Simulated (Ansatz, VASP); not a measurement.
# One calculation of Te2Pb, two programs

Contents of INCAR:

```
  ALGO = Normal
  EDIFF = 1E-6
  ENCUT = 520
  GGA = PS
  ISIF = 2
  ISMEAR = 0
  LASPH = T
  LCHARG = F
  LREAL = F
  LWAVE = F
  NBANDS = 20
  NELM = 80
  PREC = Accurate
  SIGMA = 0.05
```

Contents of KPOINTS:

```
k-points
0
Gamma
  8 8 8
```

File POSCAR:

```
Te2Pb
1.0
    0.0000000000      3.6819288102      3.6819288102
    3.6819288102      0.0000000000      3.6819288102
    3.6819288102      3.6819288102      0.0000000000
Pb Te
1 2
Direct
    0.0000000000      0.0000000000      0.0000000000
    0.2500000000      0.2500000000      0.2500000000
    0.7500000000      0.7500000000      0.7500000000
```

Input for Ansatz:

```yaml
crystal:
  lattice:
    - [0.0, 3.6819288102, 3.6819288102]
    - [3.6819288102, 0.0, 3.6819288102]
    - [3.6819288102, 3.6819288102, 0.0]
  atoms:
    - { symbol: Pb, position: [0.0, 0.0, 0.0] }
    - { symbol: Te, position: [0.25, 0.25, 0.25] }
    - { symbol: Te, position: [0.75, 0.75, 0.75] }
basis:
  ecutwfc: 420
  ecutrho_ratio: 4
kpoints:
  mp_grid: { grid: [8, 8, 8] }
hamiltonian:
  xc: pbesol
scf:
  occupations: { method: gaussian, width: 0.05 }
output:
  forces: true
  stress: true
  eigenvalues: true
```

Alike in both runs: task single point; functional PBEsol; k mesh 8 × 8 × 8; occupations gaussian, width 0.05 eV; no spin polarisation.

|  | VASP | Ansatz |
| --- | --- | --- |
| version | VASP 6.6.1 | Ansatz 0.2.0 |
| potentials or method | VASP PAW PBE potentials, release 64 (Pb_d, Te) | scalar-relativistic, plane waves, PAW |
| plane-wave cutoff (eV) | 520 | 420 |
| valence electrons in the cell | 26 | 46 |

|  | VASP | Ansatz | Ansatz less VASP |
| --- | --- | --- | --- |
| pressure (GPa) | 1.7 | 1.7 | +0.01 |

The two sets of potentials don't hold the same shells in valence.

Caveats: the PAW data sets were made with another functional, which shifts forces and pressure a little (VASP). Spin-orbit coupling is left out, which matters for the levels of Pb, Te.
